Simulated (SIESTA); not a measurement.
The system is Ti.

```
CELL_PARAMETERS angstrom
2.95000 0.00000 0.00000
-1.47500 2.55477 0.00000
0.00000 0.00000 4.68000
ATOMIC_POSITIONS crystal
Ti 0.66667 0.33333 0.75000
Ti 0.33333 0.66667 0.25000
```

* Program: SIESTA 5.4.2
* Task: single point
* Functional: PBE
* Potentials or basis: PseudoDojo 0.4 standard (PBE files)
* Basis: DZP (energy shift 0.003 Ry; two zetas on semicore shells)
* Grid cutoff: 800 Ry
* Energy shift: 0.003 Ry
* k mesh: 10 × 10 × 6
* Occupations: fermi-dirac, width 0.05 eV
* Spin: no spin polarisation

On this cell: pressure -1.3 GPa; largest force under 0.003 eV/Å; band gap on the k mesh none (metal or under the smearing width).

The same run follows on a disturbed copy (atoms moved at random, drawn with an rms of 0.05 Å):

```
Ti
1.0
     2.95000    0.00000    0.00000
    -1.47500    2.55477    0.00000
     0.00000    0.00000    4.68000
Ti
2
Direct
  0.68616 0.32688 0.74849
  0.33797 0.67291 0.24873
```

What does the disturbed cell give?

The energy (extrapolated to zero smearing) moves by +2.1 meV/atom; pressure -1.3 GPa; largest force 0.112 eV/Å; band gap on the k mesh none (metal or under the smearing width).

Forces in eV/Å, atoms in the order of the input:
```
Ti  -0.100  0.051  0.005
Ti   0.099 -0.051 -0.004
```

Stress tensor (GPa, compression positive):
```
-1.79  0.79 -0.01
 0.79 -0.98  0.00
-0.01  0.00 -1.08
```

Caveats: the basis of atomic orbitals isn't converged, which shifts pressures, moduli and gaps.
